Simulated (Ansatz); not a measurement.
# Sb: the change of pressure with volume scale

All results are calculated (Ansatz 0.2.0). Periodic Kohn-Sham DFT of a crystal at fixed atoms, scaled to volume_scale times the given cell; pressure positive in compression, energy less spherical unpolarised free atoms, largest_vzz the field gradient of largest size among the nuclei.

The cell before it is scaled or strained (space group R-3m, No. 166):
```
CELL_PARAMETERS angstrom
2.15060 1.24160 3.74400
-2.15060 1.24160 3.74400
0.00000 -2.48330 3.74400
ATOMIC_POSITIONS crystal
Sb 0.23364 0.23364 0.23364
Sb 0.76636 0.76636 0.76636
```

Settings of every row: method frozen-core PAW; functional PBE; relativity scalar; k mesh 9x9x9; filling fermi-dirac; smearing width 0.05 eV; wave cutoff 420 eV; paw set soft_2.

Atom start moment: 0 on all atoms.

Limits: field gradient without spin-orbit coupling on heavy atoms; no gap: field gradients move with the k mesh; no spin-orbit coupling on heavy atoms; small gap, it may come from the mesh.

```csv
row,volume scale,V (Å³/atom),pressure (GPa),largest V_zz (1e21 V/m^2)
1,0.94,28.193,7.619,-4.946
2,0.96,28.793,5.968,-5.019
3,0.98,29.392,4.477,-5.035
4,0.99,29.692,3.785,-5.028
5,1,29.993,?,?
6,1.01,30.292,2.502,-5.001
7,1.02,30.592,1.907,-4.982
8,1.04,31.192,0.806,-4.945
9,1.06,31.792,-0.188,-4.905
```

Question: what pressure should row 5 give?

Worked fit of pressure. Take u = (V_r/V)^(2/3) − 1 with V_r = 29.992 Å³ an atom, which is twice the finite (Eulerian) strain; such expansions in the strain, on which the Birch-Murnaghan equation of state is built, carry the rest volume and the bulk modulus. The shown rows have u = 0.0421, 0.02757, 0.01356, 0.00672, -0.00661, -0.01312, -0.02581, -0.03811. Least squares give pressure = 3.1272 + 96.206 × u + 245.25 × u² + 91 × u³ GPa; a parabola predicts inner rows, each left out in turn, worse (root mean square 0.0015 against 0.00012 GPa). All shown rows lie on it to the printed digit. The pressure vanishes at u = -0.0357, or V = 31.67 Å³ an atom, and there the bulk modulus at fixed shape and fractions is B = −V dP/dV = (2/3)(1 + u) dP/du = 50.8 GPa. Letting shape and atoms relax would as a rule lower it, by much in layered, chain or molecular crystals. The withheld row has u = -2e-05, so the fit gives 3.1272 + 96.206 × (-2e-05) + 245.25 × (-2e-05)² + 91 × (-2e-05)³ = 3.125 GPa.

The calculation gave 3.127 GPa. The fit lies 0.002 GPa (0.026 % of the column's range) below it; its largest miss of a shown row is 0.000 GPa.

The other values of row 5: largest V_zz -5.017 1e21 V/m^2.
